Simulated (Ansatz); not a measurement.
# A series in volume per atom on GaP

All results are calculated (Ansatz 0.2.0). Periodic Kohn-Sham DFT of a crystal at fixed atoms; pressure and stress are positive in compression; the energy is the free energy less that of spherical unpolarised free atoms; site moments are those in the method's own spheres, positive along +z.

Cell of the first row (space group F-43m, No. 216):
```
cell vectors (Å)
   0.0000     2.6696     2.6696
   2.6696     0.0000     2.6696
   2.6696     2.6696     0.0000
atoms (fractions of the cell vectors)
Ga  0.00000  0.00000  0.00000
P   0.75000  0.75000  0.75000
```

Settings of every row: method all-electron PAW; functional PBEsol; relativity scalar; k mesh 12x12x12; filling fermi-dirac; smearing width 0.08 eV; nucleus gaussian.

Atom start moment: 0 on all atoms.

```csv
row,volume per atom (Å³),pressure (GPa)
1,19.026,5.285
2,19.431,3.117
3,19.836,1.173
4,20.038,?
5,20.24,-0.568
6,20.443,-1.367
7,20.645,-2.125
8,21.05,-3.52
9,21.455,-4.767
```

Question: what pressure should row 4 give?

Worked fit of pressure. Take u = (V_r/V)^(2/3) − 1 with V_r = 20.341 Å³ an atom, which is twice the finite (Eulerian) strain; such expansions in the strain, on which the Birch-Murnaghan equation of state is built, carry the rest volume and the bulk modulus. The shown rows have u = 0.04556, 0.03098, 0.0169, 0.00332, -0.00333, -0.00984, -0.02258, -0.03492. Least squares give pressure = −0.9705 + 120.782 × u + 352.98 × u² + 214 × u³ GPa; a parabola predicts inner rows, each left out in turn, worse (root mean square 0.0039 against 0.0017 GPa). The rows lie off it by 0.000, 0.001, 0.000, -0.002, 0.002, 0.000, 0.000, 0.000. The pressure vanishes at u = 0.0079, or V = 20.1 Å³ an atom, and there the bulk modulus at fixed shape and fractions is B = −V dP/dV = (2/3)(1 + u) dP/du = 84.9 GPa. The withheld row has u = 0.01006, so the fit gives −0.9705 + 120.782 × (0.01006) + 352.98 × (0.01006)² + 214 × (0.01006)³ = 0.281 GPa.

The calculation gave 0.278 GPa. The fit lies 0.003 GPa (1.1 % of the value, 0.03 % of the column's range) above it; its largest miss of a shown row is 0.002 GPa.
